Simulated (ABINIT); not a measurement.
# Zr (Pm-3m) in ABINIT: reference runs

Aim: a first look at Zr with PBE, on the cell as given and on a disturbed one.

Everything below comes from runs of ABINIT 10.8.3 (patched build). Logs are shortened: lines on timing, memory, paths and dates and some standing lists are left out, and cuts for length are marked. The log counts tension as positive stress, the text compression.

## 1. Starting point

Symmetry: Pm-3m, No. 221, cubic system. Conventional cell: a = 4.299 Å, b = 4.299 Å, c = 4.299 Å, α = 90.00°, β = 90.00°, γ = 90.00°. Zr (site symmetry 4/mmm) has 8 Zr at 3.04 Å as nearest neighbours.

The cell was built by a generator and needn't be a form met in nature.

## 2. Single point, PBE

Input file run.abi:

```
# Pseudopotentials
pp_dirpath "./"
pseudos "Zr.GGA_PBE-JTH.xml"

# Structure
structure "poscar:POSCAR"
natom 3

# Plane-wave basis
ecut 17.0
pawecutdg 34.0
pawxcdev 0

# k points
kptopt 1
ngkpt 6 6 6
nshiftk 1
shiftk 0.0 0.0 0.0

# Exchange and correlation
ixc 11

# Bands and occupations
nband 22
occopt 3
tsmear 0.05 eV

# SCF cycle
nstep 100
tolvrs 1.0e-9

# Output
iomode 3
prtwf 0
prtden 0
prteig 0
prtebands 0
enunit 2
prtvol 2
```

Input file POSCAR:

```
Zr
1.0
    4.2991300000      0.0000000000      0.0000000000
    0.0000000000      4.2991300000      0.0000000000
    0.0000000000      0.0000000000      4.2991300000
Zr
3
Direct
    0.5000000000      0.0000000000      0.0000000000  Zr
    0.0000000000      0.5000000000      0.0000000000  Zr
    0.0000000000      0.0000000000      0.5000000000  Zr
```

Potentials or basis: JTH PAW PBE v2.0.

Command:

```
$ abinit run.abi > log 2>&1
```

run.abo:

```text
.Version 10.8.3 of ABINIT
 Symmetries : space group Pm -3 m (#221); Bravais cP (primitive cubic)
================================================================================
 Values of the parameters that define the memory need of the present run
     intxc =       0    ionmov =       0      iscf =      17    lmnmax =      18
     lnmax =       6     mgfft =      32  mpssoang =       3    mqgrid =    3001
     natom =       3  nloc_mem =       2    nspden =       1   nspinor =       1
    nsppol =       1      nsym =      48    n1xccc =       1    ntypat =       1
    occopt =       3   xclevel =       2
       mpw =        1821          nfft =       32768          nkpt =          20
 PAW method is used; the additional fine FFT grid is defined by:
   mgfftf=        45    nfftf =     91125
================================================================================
================================================================================

--------------------------------------------------------------------------------
------------- Echo of variables that govern the present computation ------------
--------------------------------------------------------------------------------
 -outvars: echo values of preprocessed input variables --------
            acell      1.0000000000E+00  1.0000000000E+00  1.0000000000E+00 Bohr
              amu      9.12240000E+01
             ecut      1.70000000E+01 Hartree
           enunit           2
              ixc          11
         kptrlatt        6    0    0      0    6    0      0    0    6
          kptrlen      4.87450697E+01
            natom           3
            nband          22
            ngfft          32      32      32
          ngfftdg          45      45      45
             nkpt          20
            nstep         100
             nsym          48
           ntypat           1
           occopt           3
        pawecutdg      3.40000000E+01 Hartree
         pawxcdev           0
           prtden           0
        prtebands           0
           prteig           0
           prtvol           2
            prtwf           0
            rprim      8.1241782797E+00  0.0000000000E+00  0.0000000000E+00
                       0.0000000000E+00  8.1241782797E+00  0.0000000000E+00
                       0.0000000000E+00  0.0000000000E+00  8.1241782797E+00
          spgroup         221
           tolvrs      1.00000000E-09
           tsmear      1.83746611E-03 Hartree
            typat      1  1  1
           useylm           1
           xangst      2.1495650000E+00  0.0000000000E+00  0.0000000000E+00
                       0.0000000000E+00  2.1495650000E+00  0.0000000000E+00
                       0.0000000000E+00  0.0000000000E+00  2.1495650000E+00
            xcart      4.0620891398E+00  0.0000000000E+00  0.0000000000E+00
                       0.0000000000E+00  4.0620891398E+00  0.0000000000E+00
                       0.0000000000E+00  0.0000000000E+00  4.0620891398E+00
             xred      5.0000000000E-01  0.0000000000E+00  0.0000000000E+00
                       0.0000000000E+00  5.0000000000E-01  0.0000000000E+00
                       0.0000000000E+00  0.0000000000E+00  5.0000000000E-01
            znucl       40.00000

================================================================================

 chkinp: Checking input parameters for consistency.

================================================================================
== DATASET  1 ==================================================================

--- !DatasetInfo
iteration_state: {dtset: 1, }
dimensions: {natom: 3, nkpt: 20, mband: 22, nsppol: 1, nspinor: 1, nspden: 1, mpw: 1821, }
cutoff_energies: {ecut:  17.0, pawecutdg:  34.0, }
electrons: {nelect:   3.60000000E+01, charge:   0.00000000E+00, occopt:   3.00000000E+00, tsmear:   1.83746611E-03, }
meta: {optdriver: 0, ionmov: 0, optcell: 0, iscf: 17, paral_kgb: 0, }
[... 220 lines left out ...]
 kpt#   2, nband= 22, wtk=  0.02778, kpt=  0.1667  0.0000  0.0000 (reduced coord)
  -1.45261   -1.44424   -1.44367   -0.65934   -0.65934   -0.65861   -0.63891   -0.63891
  -0.63863   -0.62639   -0.62458   -0.62458    0.16466    0.22512    0.27894    0.28187
   0.28666    0.28666    0.29030    0.42856    0.42856    0.43638
      occupation numbers for kpt#   2
   2.00000    2.00000    2.00000    2.00000    2.00000    2.00000    2.00000    2.00000
   2.00000    2.00000    2.00000    2.00000    2.00000    2.00000    2.00000    2.00000
   2.00000    2.00000    2.00000    0.00000    0.00000    0.00000
 kpt#   3, nband= 22, wtk=  0.02778, kpt=  0.3333  0.0000  0.0000 (reduced coord)
[... 128 lines left out ...]
  -1.44679   -1.44678   -1.44678   -0.67008   -0.65849   -0.65631   -0.65631   -0.62825
  -0.62825   -0.62653   -0.62607   -0.62352    0.25426    0.26172    0.26172    0.26369
   0.36053    0.36053    0.37521    0.37848    0.39203    0.39238
      occupation numbers for kpt#  19
   2.00000    2.00000    2.00000    2.00000    2.00000    2.00000    2.00000    2.00000
   2.00000    2.00000    2.00000    2.00000    2.00000    2.00000    2.00000    2.00000
   0.00000    0.00000    0.00000    0.00000    0.00000    0.00000
 kpt#  20, nband= 22, wtk=  0.00463, kpt=  0.5000  0.5000  0.5000 (reduced coord)
  -1.44677   -1.44677   -1.44677   -0.67283   -0.65846   -0.65846   -0.65846   -0.62606
  -0.62606   -0.62606   -0.62350   -0.62350    0.24614    0.25612    0.25612    0.25612
   0.36694    0.36694    0.36694    0.40863    0.42057    0.42060
      occupation numbers for kpt#  20
   2.00000    2.00000    2.00000    2.00000    2.00000    2.00000    2.00000    2.00000
   2.00000    2.00000    2.00000    2.00000    2.00000    2.00000    2.00000    2.00000
   0.00000    0.00000    0.00000    0.00000    0.00000    0.00000
 Fermi (or HOMO) energy (eV) =   9.11888   Average Vxc (eV)= -10.38525
 Eigenvalues (   eV  ) for nkpt=  20  k points:
 kpt#   1, nband= 22, wtk=  0.00463, kpt=  0.0000  0.0000  0.0000 (reduced coord)
 -39.54266  -39.28442  -39.28442  -17.97850  -17.97850  -17.97850  -17.37149  -17.37149
 -17.37149  -16.96785  -16.96785  -16.96785    4.16156    5.88053    7.57815    7.57815
   7.57815    7.58676    7.58676   12.13600   12.13600   12.13601
 kpt#   2, nband= 22, wtk=  0.02778, kpt=  0.1667  0.0000  0.0000 (reduced coord)
 -39.52755  -39.29979  -39.28420  -17.94166  -17.94166  -17.92173  -17.38562  -17.38562
 -17.37788  -17.04486  -16.99580  -16.99580    4.48068    6.12592    7.59037    7.67010
   7.80049    7.80049    7.89959   11.66181   11.66182   11.87447
 kpt#   3, nband= 22, wtk=  0.02778, kpt=  0.3333  0.0000  0.0000 (reduced coord)
 -39.48850  -39.33936  -39.28378  -17.85162  -17.85162  -17.76244  -17.43092  -17.43092
 -17.39052  -17.24422  -17.05091  -17.05091    5.30618    6.72801    7.49535    7.88165
   8.41223    8.41223    8.72031   10.75513   10.75514   11.39282
 kpt#   4, nband= 22, wtk=  0.01389, kpt=  0.5000  0.0000  0.0000 (reduced coord)
 -39.45714  -39.37098  -39.28357  -17.79071  -17.79071  -17.58552  -17.47074  -17.47074
 -17.44105  -17.39688  -17.07721  -17.07721    5.96369    7.11822    7.26044    8.00689
   8.99359    8.99359    9.36021   10.06005   10.06005   10.96141
 kpt#   5, nband= 22, wtk=  0.05556, kpt=  0.1667  0.1667  0.0000 (reduced coord)
[... 48 lines left out ...]
 -39.41284  -39.34786  -39.34786  -18.13909  -17.80337  -17.80337  -17.78580  -17.23515
 -17.23515  -17.12215  -16.99757  -16.99757    6.52815    7.26105    7.80064    7.80064
   8.91998    9.53231    9.53231    9.93596   10.26792   10.26819
 kpt#  18, nband= 22, wtk=  0.05556, kpt=  0.5000  0.3333  0.3333 (reduced coord)
 -39.39101  -39.36926  -39.34759  -18.17441  -17.87161  -17.84861  -17.79849  -17.21238
 -17.10795  -17.08356  -17.01513  -17.00729    6.87488    7.09959    7.26550    7.72155
   9.28436    9.75221    9.88518   10.17539   10.28904   10.61607
 kpt#  19, nband= 22, wtk=  0.02778, kpt=  0.5000  0.5000  0.3333 (reduced coord)
 -39.36908  -39.36898  -39.36898  -18.23383  -17.91839  -17.85908  -17.85908  -17.09567
 -17.09567  -17.04868  -17.03629  -16.96679    6.91872    7.12179    7.12179    7.17529
   9.81043    9.81043   10.20995   10.29904   10.66763   10.67710
 kpt#  20, nband= 22, wtk=  0.00463, kpt=  0.5000  0.5000  0.5000 (reduced coord)
 -39.36869  -39.36869  -39.36869  -18.30860  -17.91749  -17.91749  -17.91749  -17.03608
 -17.03608  -17.03608  -16.96627  -16.96627    6.69778    6.96926    6.96926    6.96926
   9.98506    9.98506    9.98506   11.11935   11.44419   11.44500
 Total charge density [el/Bohr^3]
)     Maximum=    7.3777E-01  at reduced coord.    0.0000    0.5111    0.9778
)Next maximum=    7.3777E-01  at reduced coord.    0.0000    0.4889    0.9778
)     Minimum=    4.8708E-03  at reduced coord.    0.4889    0.4889    0.4889
)Next minimum=    4.8708E-03  at reduced coord.    0.5111    0.4889    0.4889
   Integrated=    3.6000E+01

--- !EnergyTerms
iteration_state     : {dtset: 1, }
comment             : Components of total free energy in Hartree
kinetic             :  3.65009715238326E+01
hartree             :  2.90229063178025E+01
xc                  : -2.02499622198751E+01
Ewald energy        : -1.06411445863753E+02
psp_core            :  3.14190962327889E+00
local_psp           : -1.17647297345588E+02
PAW spherical_terms :  3.31976042494388E+01
internal            : -1.42445313714863E+02
'-kT*entropy'       : -1.52369926399453E-03
total_energy        : -1.42446837414127E+02
total_energy_eV     : -3.87617591239427E+03
...

--- !EnergyTermsDC
iteration_state     : {dtset: 1, }
comment             : '"Double-counting" decomposition of free energy'
band_energy         : -1.68253353311599E+01
Ewald energy        : -1.06411445863753E+02
psp_core            :  3.14190962327889E+00
xc_dc               : -2.63334174579410E+01
PAW spherical_terms :  3.98295249193656E+00
internal            : -1.42445336537638E+02
'-kT*entropy'       : -1.52369926399453E-03
total_energy_dc     : -1.42446860236902E+02
total_energy_dc_eV  : -3.87617653343361E+03
...

--- !EnergyTermsWithPAWCore
iteration_state     : {dtset: 1, }
comment             : 'Components of total free energy, including PAW core contributions'
Total energy        : -1.07963126767976E+04
Total energy DC     : -1.07963126996204E+04
Total energy (eV)   : -2.93782634280720E+05
Total energy DC (eV): -2.93782634901760E+05
...

 Cartesian components of stress tensor (hartree/bohr^3)
  sigma(1 1)=  2.59279777E-06  sigma(3 2)=  0.00000000E+00
  sigma(2 2)=  2.59279777E-06  sigma(3 1)=  0.00000000E+00
  sigma(3 3)=  2.59279777E-06  sigma(2 1)=  0.00000000E+00

-Cartesian components of stress tensor (GPa)         [Pressure= -7.6283E-02 GPa]
- sigma(1 1)=  7.62827440E-02  sigma(3 2)=  0.00000000E+00
- sigma(2 2)=  7.62827440E-02  sigma(3 1)=  0.00000000E+00
- sigma(3 3)=  7.62827440E-02  sigma(2 1)=  0.00000000E+00

== END DATASET(S) ==============================================================
================================================================================

 -outvars: echo values of variables after computation  --------
            acell      1.0000000000E+00  1.0000000000E+00  1.0000000000E+00 Bohr
           etotal     -1.4244686024E+02
            fcart     -0.0000000000E+00 -0.0000000000E+00 -0.0000000000E+00
                      -0.0000000000E+00 -0.0000000000E+00 -0.0000000000E+00
                      -0.0000000000E+00 -0.0000000000E+00 -0.0000000000E+00
            rprim      8.1241782797E+00  0.0000000000E+00  0.0000000000E+00
                       0.0000000000E+00  8.1241782797E+00  0.0000000000E+00
                       0.0000000000E+00  0.0000000000E+00  8.1241782797E+00
           strten      2.5927977679E-06  2.5927977680E-06  2.5927977679E-06
                       0.0000000000E+00  0.0000000000E+00  0.0000000000E+00
           xangst      2.1495650000E+00  0.0000000000E+00  0.0000000000E+00
                       0.0000000000E+00  2.1495650000E+00  0.0000000000E+00
                       0.0000000000E+00  0.0000000000E+00  2.1495650000E+00
             xred      5.0000000000E-01  0.0000000000E+00  0.0000000000E+00
                       0.0000000000E+00  5.0000000000E-01  0.0000000000E+00
                       0.0000000000E+00  0.0000000000E+00  5.0000000000E-01
 Calculation completed.
```

Wall time 23 s (1 thread of Arm Neoverse V1, shared host); peak memory 0.13 GiB.

Results:

| Quantity | Value |
| --- | --- |
| Free energy | -3876.1765 eV |
| Pressure | -0.1 GPa |
| Band gap on the k mesh | none (metal or under the smearing width) |
| Valence electrons inside the program's atomic spheres | Zr 9.09 (radii [1.1749] Å) |

Levels at points of the mesh, in eV from the Fermi level:
```
           k point  band 14  band 15  band 16  band 17  band 18  band 19  band 20  band 21  band 22
(0.00, 0.00, 0.00)    -3.24    -1.54    -1.54    -1.54    -1.53    -1.53     3.02     3.02     3.02
(0.50, 0.00, 0.00)    -2.00    -1.86    -1.11    -0.13    -0.13     0.24     0.94     0.94     1.84
(0.50, 0.50, 0.00)    -1.45    -0.94    -0.87    -0.24    -0.16    -0.02    -0.02     1.09     1.09
(0.50, 0.50, 0.50)    -2.15    -2.15    -2.15     0.87     0.87     0.87     2.00     2.33     2.33
```

(Part 1 of 2 ends here.)
